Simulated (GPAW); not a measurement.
# PtS2 (P-3m1) in GPAW: relaxation of cell and atoms with revPBE+D4

Aim: the relaxation of cell and atoms of PtS2 with revPBE+D4.

Program: GPAW 26.7.0. These are calculated values, not measurements. Logs are shortened: lines on timing, memory, paths and dates and some standing lists are left out, and cuts for length are marked. The log counts tension as positive stress, the text compression.

### 1 Starting point

It takes space group P-3m1 (No. 164, trigonal). The conventional cell has a = 3.543 Å, b = 3.543 Å, c = 5.039 Å, α = 90.00°, β = 90.00°, γ = 120.00°. Pt (site symmetry -3m) is surrounded by 6 S at 2.34 Å. Around S (site symmetry 3m) lie 3 Pt at 2.34 Å.

### 2 Relaxation of cell and atoms, revPBE+D4

run.py

```python
from ase.calculators.mixing import SumCalculator
from ase.filters import FrechetCellFilter
from ase.io import read, write
from ase.optimize import BFGS
from dftd4.ase import DFTD4
from gpaw import GPAW, PW

atoms = read('POSCAR')

calc = GPAW(mode=PW(600),
            xc='revPBE',
            kpts={'size': (9, 9, 5), 'gamma': True},
            occupations={'name': 'fermi-dirac', 'width': 0.05},
            nbands=26,
            convergence={'density': 1e-05, 'forces': 0.0001},
            maxiter=150,
            txt='gpaw.txt')
atoms.calc = SumCalculator([calc, DFTD4(method='revpbe')])
opt = BFGS(FrechetCellFilter(atoms), trajectory='relax.traj', logfile='-')
done = opt.run(fmax=0.01, steps=100)
calc.write('gs.gpw')
write('result.traj', atoms)
print('Converged:', done)
print('Cell:', atoms.cell.cellpar().round(4))
print('Volume:', round(atoms.get_volume(), 4))
print(atoms.get_scaled_positions().round(5))
```

POSCAR

```
PtS2
1.0
    3.5432000000      0.0000000000      0.0000000000
   -1.7716000000      3.0685012107      0.0000000000
    0.0000000000      0.0000000000      5.0388000000
Pt S
1 2
Direct
    0.0000000000      0.0000000000      0.0000000000
    0.6666666667      0.3333333333      0.7730000000
    0.3333333333      0.6666666667      0.2270000000
```

Potentials or basis: the program's PAW data sets (release 1.2.1) made for this functional, pw.

Launch:

```console
OMP_NUM_THREADS=1 python run.py
```

gpaw.txt:

```text
__  _  _
 | _ |_)|_||  |
 |__||  | ||/\| - 26.7.0

Input parameters:
  mode=PW(ecut=600.0),
  convergence={'density': 1e-05, 'forces': 0.0001},
  kpts=MonkhorstPack(size=(9, 9, 5), gamma=True),
  maxiter=150,
  nbands=26,
  occupations=Occupations(name='fermi-dirac', width=0.05),
  xc=XC(name='revPBE')

Diagonalizing LCAO Hamiltonian
Converting LCAO to pw mode

            S

         S

       Pt

Atoms  # Å, Bohr magnetons
|   | symbol |         x |        y |        z |    initial magnetic moments |
|---|--------|-----------|----------|----------|-----------------------------|
| 0 |     Pt |  0.000000 | 0.000000 | 0.000000 | ( 0.0000,  0.0000,  0.0000) |
| 1 |      S |  1.771600 | 1.022834 | 3.894992 | ( 0.0000,  0.0000,  0.0000) |
| 2 |      S | -0.000000 | 2.045667 | 1.143808 | ( 0.0000,  0.0000,  0.0000) |

Unit cell  # Å
| periodic |         x |        y |        z |  lengths |     angles |
|----------|-----------|----------|----------|----------|------------|
|      yes |  3.543200 | 0.000000 | 0.000000 | 3.543200 |  90.000000 |
|      yes | -1.771600 | 3.068501 | 0.000000 | 3.543200 |  90.000000 |
|      yes |  0.000000 | 0.000000 | 5.038800 | 5.038800 | 120.000000 |

Number of symmetries: 12
Symmetry operations  # r_c * U_cc + t_c -> r_c
|    | kind |            matrix            |
|----|------|------------------------------|
|  0 |  σ   |  1, 1, 0,  0,-1, 0,  0, 0, 1 |
|  1 |  S6  |  1, 1, 0, -1, 0, 0,  0, 0,-1 |
|  2 |  E   |  1, 0, 0,  0, 1, 0,  0, 0, 1 |
|  3 |  C2  |  1, 0, 0, -1,-1, 0,  0, 0,-1 |
|  4 |  C2  |  0, 1, 0,  1, 0, 0,  0, 0,-1 |
|  5 |  C3  |  0, 1, 0, -1,-1, 0,  0, 0, 1 |
|  6 |  S6  |  0,-1, 0,  1, 1, 0,  0, 0,-1 |
|  7 |  σ   |  0,-1, 0, -1, 0, 0,  0, 0, 1 |
|  8 |  σ   | -1, 0, 0,  1, 1, 0,  0, 0, 1 |
|  9 |  i   | -1, 0, 0,  0,-1, 0,  0, 0,-1 |
| 10 |  C3  | -1,-1, 0,  1, 0, 0,  0, 0, 1 |
| 11 |  C2  | -1,-1, 0,  0, 1, 0,  0, 0,-1 |
[... 205 lines left out ...]
Forces  # eV/Ang
|        x |        y |        z |
|----------|----------|----------|
|  0.00000 |  0.00000 |  0.00000 |  # Pt   0
| -0.00000 |  0.00000 | -1.36414 |  # S    1
|  0.00000 | -0.00000 |  1.36414 |  # S    2

Interpolating wave functions to new cell

            S

         S

       Pt

Atoms  # Å, Bohr magnetons
|   | symbol |         x |        y |        z |    initial magnetic moments |
|---|--------|-----------|----------|----------|-----------------------------|
| 0 |     Pt |  0.000000 | 0.000000 | 0.000000 | ( 0.0000,  0.0000,  0.0000) |
| 1 |      S |  1.778631 | 1.026893 | 3.885905 | ( 0.0000,  0.0000,  0.0000) |
| 2 |      S | -0.000000 | 2.053786 | 1.167863 | ( 0.0000,  0.0000,  0.0000) |

Unit cell  # Å
| periodic |         x |        y |         z |  lengths |     angles |
|----------|-----------|----------|-----------|----------|------------|
|      yes |  3.557262 | 0.000000 | -0.000000 | 3.557262 |  90.000000 |
|      yes | -1.778631 | 3.080679 |  0.000000 | 3.557262 |  90.000000 |
|      yes | -0.000000 | 0.000000 |  5.053768 | 5.053768 | 120.000000 |

Number of symmetries: 12
Symmetry operations  # r_c * U_cc + t_c -> r_c
|    | kind |            matrix            |
|----|------|------------------------------|
|  0 |  σ   |  1, 1, 0,  0,-1, 0,  0, 0, 1 |
|  1 |  S6  |  1, 1, 0, -1, 0, 0,  0, 0,-1 |
|  2 |  E   |  1, 0, 0,  0, 1, 0,  0, 0, 1 |
|  3 |  C2  |  1, 0, 0, -1,-1, 0,  0, 0,-1 |
|  4 |  C2  |  0, 1, 0,  1, 0, 0,  0, 0,-1 |
|  5 |  C3  |  0, 1, 0, -1,-1, 0,  0, 0, 1 |
|  6 |  S6  |  0,-1, 0,  1, 1, 0,  0, 0,-1 |
|  7 |  σ   |  0,-1, 0, -1, 0, 0,  0, 0, 1 |
|  8 |  σ   | -1, 0, 0,  1, 1, 0,  0, 0, 1 |
|  9 |  i   | -1, 0, 0,  0,-1, 0,  0, 0,-1 |
| 10 |  C3  | -1,-1, 0,  1, 0, 0,  0, 0, 1 |
| 11 |  C2  | -1,-1, 0,  0, 1, 0,  0, 0,-1 |
[... 205 lines left out ...]
Forces  # eV/Ang
|        x |        y |        z |
|----------|----------|----------|
| -0.00000 |  0.00000 |  0.00000 |  # Pt   0
|  0.00000 | -0.00000 | -0.89951 |  # S    1
| -0.00000 |  0.00000 |  0.89951 |  # S    2

Interpolating wave functions to new cell

            S

         S

       Pt

Atoms  # Å, Bohr magnetons
|   | symbol |        x |         y |         z |    initial magnetic moments |
|---|--------|----------|-----------|-----------|-----------------------------|
| 0 |     Pt | 0.000000 | -0.000000 | -0.000000 | ( 0.0000,  0.0000,  0.0000) |
| 1 |      S | 1.787738 |  1.032151 |  3.862879 | ( 0.0000,  0.0000,  0.0000) |
| 2 |      S | 0.000000 |  2.064302 |  1.210015 | ( 0.0000,  0.0000,  0.0000) |

Unit cell  # Å
| periodic |         x |        y |         z |  lengths |     angles |
|----------|-----------|----------|-----------|----------|------------|
|      yes |  3.575476 | 0.000000 | -0.000000 | 3.575476 |  90.000000 |
|      yes | -1.787738 | 3.096453 |  0.000000 | 3.575476 |  90.000000 |
|      yes | -0.000000 | 0.000000 |  5.072893 | 5.072893 | 120.000000 |

Number of symmetries: 12
Symmetry operations  # r_c * U_cc + t_c -> r_c
|    | kind |            matrix            |
|----|------|------------------------------|
|  0 |  σ   |  1, 1, 0,  0,-1, 0,  0, 0, 1 |
|  1 |  S6  |  1, 1, 0, -1, 0, 0,  0, 0,-1 |
|  2 |  E   |  1, 0, 0,  0, 1, 0,  0, 0, 1 |
|  3 |  C2  |  1, 0, 0, -1,-1, 0,  0, 0,-1 |
|  4 |  C2  |  0, 1, 0,  1, 0, 0,  0, 0,-1 |
|  5 |  C3  |  0, 1, 0, -1,-1, 0,  0, 0, 1 |
|  6 |  S6  |  0,-1, 0,  1, 1, 0,  0, 0,-1 |
|  7 |  σ   |  0,-1, 0, -1, 0, 0,  0, 0, 1 |
|  8 |  σ   | -1, 0, 0,  1, 1, 0,  0, 0, 1 |
|  9 |  i   | -1, 0, 0,  0,-1, 0,  0, 0,-1 |
| 10 |  C3  | -1,-1, 0,  1, 0, 0,  0, 0, 1 |
| 11 |  C2  | -1,-1, 0,  0, 1, 0,  0, 0,-1 |
[... 205 lines left out ...]
Forces  # eV/Ang
|        x |        y |        z |
|----------|----------|----------|
|  0.00000 |  0.00000 |  0.00000 |  # Pt   0
|  0.00000 | -0.00000 | -0.19932 |  # S    1
| -0.00000 |  0.00000 |  0.19932 |  # S    2

Interpolating wave functions to new cell

            S

         S

       Pt

Atoms  # Å, Bohr magnetons
|   | symbol |         x |         y |         z |    initial magnetic moments |
|---|--------|-----------|-----------|-----------|-----------------------------|
| 0 |     Pt | -0.000000 | -0.000000 | -0.000000 | ( 0.0000,  0.0000,  0.0000) |
| 1 |      S |  1.787074 |  1.031768 |  3.850610 | ( 0.0000,  0.0000,  0.0000) |
| 2 |      S |  0.000000 |  2.063535 |  1.218699 | ( 0.0000,  0.0000,  0.0000) |

Unit cell  # Å
| periodic |         x |        y |         z |  lengths |     angles |
|----------|-----------|----------|-----------|----------|------------|
|      yes |  3.574148 | 0.000000 | -0.000000 | 3.574148 |  90.000000 |
|      yes | -1.787074 | 3.095303 |  0.000000 | 3.574148 |  90.000000 |
|      yes | -0.000000 | 0.000000 |  5.069309 | 5.069309 | 120.000000 |

Number of symmetries: 12
Symmetry operations  # r_c * U_cc + t_c -> r_c
|    | kind |            matrix            |
|----|------|------------------------------|
|  0 |  σ   |  1, 1, 0,  0,-1, 0,  0, 0, 1 |
|  1 |  S6  |  1, 1, 0, -1, 0, 0,  0, 0,-1 |
|  2 |  E   |  1, 0, 0,  0, 1, 0,  0, 0, 1 |
|  3 |  C2  |  1, 0, 0, -1,-1, 0,  0, 0,-1 |
|  4 |  C2  |  0, 1, 0,  1, 0, 0,  0, 0,-1 |
|  5 |  C3  |  0, 1, 0, -1,-1, 0,  0, 0, 1 |
|  6 |  S6  |  0,-1, 0,  1, 1, 0,  0, 0,-1 |
|  7 |  σ   |  0,-1, 0, -1, 0, 0,  0, 0, 1 |
|  8 |  σ   | -1, 0, 0,  1, 1, 0,  0, 0, 1 |
|  9 |  i   | -1, 0, 0,  0,-1, 0,  0, 0,-1 |
| 10 |  C3  | -1,-1, 0,  1, 0, 0,  0, 0, 1 |
| 11 |  C2  | -1,-1, 0,  0, 1, 0,  0, 0,-1 |
[... 134 lines left out ...]
SCF iterations
|iter     | |      energy | eigst |  dens |force |
|---------|-|-------------|-------|-------|------|
|iter:   1| |  -14.543814 | -1.60 |       |      |
|iter:   2| |  -14.517286 | -4.05 | -1.74 |      |
|iter:   3| |  -14.459938 | -3.00 | -1.82 |      |
|iter:   4| |  -14.458000 | -4.12 | -2.53 |      |
|iter:   5| |  -14.457928c| -5.62 | -3.05 |      |
|iter:   6| |  -14.457935c| -6.01 | -3.31 |      |
|iter:   7| |  -14.457935c| -7.51c| -4.10 |      |
|iter:   8| |  -14.457935c| -7.43c| -4.52 |      |
|iter:   9| |  -14.457935c| -7.99c| -5.32c|      |
|iter:  10| |  -14.457935c| -8.48c| -5.88c|-3.76 |
|iter:  11| |  -14.457935c| -8.97c| -6.48c|-5.44c|

Converged in 11 steps
Energy contributions relative to reference atoms: (reference = -522106.432426)

Energy contributions:
  Kinetic:           0.711269
  Coulomb:          -3.628732
  Zero:             -0.245895
  External:          0.000000
  Xc:              -11.294568
  Entropy:          -0.000021
  Spinorbit:         0.000000
  ----------------------------
  Free energy:     -14.457946
  Extrapolated:    -14.457935

dipole moment: (-6.174686, -10.694870, -17.515441)  # |e|*Ang
[... 33 lines left out ...]
Stress tensor  # eV/Ang^3
|         x |         y |         z |
|-----------|-----------|-----------|
| -0.029794 |  0.000000 | -0.000000 |
|  0.000000 | -0.029794 |  0.000000 |
| -0.000000 |  0.000000 | -0.027528 |

Forces  # eV/Ang
|        x |        y |        z |
|----------|----------|----------|
| -0.00000 |  0.00000 |  0.00000 |  # Pt   0
|  0.00000 | -0.00000 | -0.09542 |  # S    1
| -0.00000 |  0.00000 |  0.09542 |  # S    2

Diagonalizing LCAO Hamiltonian
Converting LCAO to pw mode

            S

         S

       Pt

Atoms  # Å, Bohr magnetons
|   | symbol |         x |         y |        z |    initial magnetic moments |
|---|--------|-----------|-----------|----------|-----------------------------|
| 0 |     Pt | -0.000000 | -0.000000 | 0.000000 | ( 0.0000,  0.0000,  0.0000) |
| 1 |      S |  1.780029 |  1.027700 | 3.796585 | ( 0.0000,  0.0000,  0.0000) |
| 2 |      S |  0.000000 |  2.055400 | 1.244032 | ( 0.0000,  0.0000,  0.0000) |

Unit cell  # Å
| periodic |         x |        y |         z |  lengths |     angles |
|----------|-----------|----------|-----------|----------|------------|
|      yes |  3.560057 | 0.000000 | -0.000000 | 3.560057 |  90.000000 |
|      yes | -1.780029 | 3.083100 |  0.000000 | 3.560057 |  90.000000 |
|      yes | -0.000000 | 0.000000 |  5.040617 | 5.040617 | 120.000000 |
[... 2604 lines left out ...]
Stress tensor  # eV/Ang^3
|         x |         y |         z |
|-----------|-----------|-----------|
| -0.053921 |  0.000001 | -0.000002 |
|  0.000001 | -0.053919 |  0.000001 |
| -0.000002 |  0.000001 | -0.054942 |

Forces  # eV/Ang
|        x |        y |        z |
|----------|----------|----------|
|  0.00000 |  0.00000 |  0.00000 |  # Pt   0
|  0.00003 | -0.00002 |  0.05156 |  # S    1
| -0.00003 |  0.00002 | -0.05156 |  # S    2

# Writing to gs.gpw (mode='')
```

Wall time 19 min (1 thread of Arm Neoverse V1, shared host); peak memory 0.67 GiB.

Results:

- Free energy: -16.9305 eV
- Relaxed volume: 16.55 Å³/atom
- Relaxed cell: a = 3.577 Å, b = 3.577 Å, c = 4.483 Å, α = 90.00°, β = 90.00°, γ = 120.00°
- Space group after relaxing (to 0.05 Å): P-3m1 (No. 164)
- Energy gained by relaxing: 74.4 meV/atom
- Ionic steps: 15
- Pressure after relaxing: 0.0 GPa
- Band gap on the k mesh: none (metal or under the smearing width)
- Dispersion energy per atom: -0.903 eV

The path:
```csv
step,energy change (eV),largest force (eV/Å),pressure (GPa),volume (Å³)
1,0.0000,1.4418,6.69,54.78
2,-0.0685,0.9729,3.12,55.38
3,-0.1180,0.2657,-1.86,56.16
4,-0.1231,0.1606,-2.38,56.08
5,-0.1384,0.0817,-2.98,55.33
6,-0.1509,0.1920,-2.37,54.16
7,-0.1598,0.1566,-0.77,52.93
8,-0.1648,0.0521,0.49,52.30
9,-0.1714,0.0874,1.71,51.71
10,-0.1836,0.2540,2.99,50.83
11,-0.2031,0.3736,3.82,49.51
12,-0.2157,0.2846,2.57,49.13
13,-0.2222,0.1209,0.56,49.62
14,-0.2232,0.0101,0.03,49.63
15,-0.2232,0.0001,-0.02,49.66
```

Final structure:
```cif
data_structure
_symmetry_space_group_name_H-M 'P 1'
_symmetry_Int_Tables_number 1
_cell_length_a 3.5768
_cell_length_b 3.5768
_cell_length_c 4.4827
_cell_angle_alpha 90.000
_cell_angle_beta 90.000
_cell_angle_gamma 120.000
_cell_volume 49.66
loop_
_atom_site_label
_atom_site_type_symbol
_atom_site_fract_x
_atom_site_fract_y
_atom_site_fract_z
_atom_site_occupancy
Pt1 Pt 0.00000 0.00000 0.00000 1
S1 S 0.66667 0.33333 0.73042 1
S2 S 0.33333 0.66667 0.26958 1
```

Levels at points of the mesh, in eV from the Fermi level:
| k point | band 11 | band 12 | band 13 | band 14 | band 15 | band 16 | band 17 | band 18 |
| --- | --- | --- | --- | --- | --- | --- | --- | --- |
| (0.00, 0.00, 0.00) | -2.48 | -1.54 | -1.54 | 0.33 | 0.90 | 0.90 | 3.39 | 5.24 |

Caveat: later steps reuse the first step's grids; pairwise dispersion overbinds metals, which lowers pressure and volume.
